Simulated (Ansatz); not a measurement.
SiS2: 33S nuclear quadrupole resonance

Cell: a computed structure from the Materials Project (it need not be an observed phase) whose atoms were relaxed with PBE, the cell held.

Space group Ibam (No. 72); a = 5.7494, b = 9.8209, c = 5.5487 Å.

```
site  Wyckoff  site symmetry       x       y       z
  Si       4a            222  0.0000  0.0000  0.7500
   S       8j            ..m  0.2964  0.3838  0.5000
```

One atom of each set is listed; the run and its k-mesh use a cell of 6 atoms with edges of 6.33, 6.33, 6.33 Å.

All values are calculated (Ansatz; DFT, PBE, plane waves and PAW, scalar-relativistic, 420 eV cutoff, Γ-centred 8×8×8 k-points, Fermi–Dirac smearing 0.01 eV), not measured.

33S: I = 3/2, Q = -69.40 mb (year-2017 value). Static lattice, zero field.

(1) At which frequencies do the 33S NQR lines lie?

Answers

(1) For I = 3/2 there is one line, ν = (|C_Q|/2)(1 + η²/3)^½.

| site | atoms | V_zz (10²¹ V/m²) | C_Q (MHz) | η | line frequencies (MHz) |
| --- | --- | --- | --- | --- | --- |
| S | 4 | -13.25 | 22.2 | 0.59 | 11.8 |

At S V_zz stands upright on the plane of its two bonds (within 1°).
